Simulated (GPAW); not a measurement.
Runs of GPAW 26.7.0 on PbS (Galena). It takes space group Fm-3m (No. 225, cubic). The conventional cell has a = 5.931 Å, b = 5.931 Å, c = 5.931 Å, α = 90.00°, β = 90.00°, γ = 90.00°. Pb (site symmetry m-3m) is surrounded by 6 S at 2.97 Å. S (site symmetry m-3m) has 6 Pb at 2.97 Å as nearest neighbours. 

```tsv
task	level	potentials or basis	spin	k mesh	cutoff (eV)	maxiter	band path	band points	spin axis theta (degrees)	spin axis phi (degrees)	gap on the mesh (eV)	pressure (GPa)	V0 of scaled cells (Å³/atom)	B0 (GPa)
equation of state	PBEsol+D3	PAW data sets generated in the run's folder for this functional, pw	off	6 × 6 × 6	600	150	-	-	-	-	-	-	25.11	(c)
band structure	PBEsol	PAW data sets generated in the run's folder for this functional, pw	SOC, no magnetisation	8 × 8 × 8	600	150	GXWKGLUWLK,UX	80	90	0	0.37	-1.1	-	-
equation of state	LDA	the program's PAW data sets (release 1.2.1) made for this functional, pw	off	6 × 6 × 6	600	150	-	-	-	-	-	-	(d)	61
equation of state	vdW-DF-cx	GPAW PAW data sets (gpaw-data 1.2.1), pw	off	6 × 6 × 6	600	150	-	-	-	-	-	-	(b)	57
band structure	PBEsol	PAW data sets generated in the run's folder for this functional, pw	off	8 × 8 × 8	600	150	GXWKGLUWLK,UX	80	-	-	0.20	-1.1	-	-
equation of state	BP86+D3	PAW data sets generated in the run's folder for this functional, pw	off	6 × 6 × 6	600	150	-	-	-	-	-	-	(a)	51
single point	LDA	the program's PAW data sets (release 1.2.1) made for this functional, pw	off	6 × 6 × 6	450	120	-	-	-	-	0.19	-3.6	-	-
```

Alike in all rows: cell as given; smearing fermi-dirac 0.05 eV.

Task: Fill in the values left out.

Result: (a) 26.28; (b) 26.03; (c) 56; (d) 24.78.

Caveats: spin-orbit coupling is left out, which as a rule narrows the gap of such compounds by several tenths of an eV (some runs); spin-orbit coupling was added after a scalar SCF, so levels and gaps hold it while energy, forces, pressure and moments don't (some runs); this program's spin-orbit splittings come out too wide for heavy elements (some runs); the PAW data sets were made with another functional, which shifts forces and pressure a little (some runs); the cutoff is short for stress and forces, so pressures can be off by a GPa or more (some runs).

A k mesh can miss the band edges, and rows without SOC leave out spin-orbit coupling on Pb.

Runs at the PBE level aren't shown here.
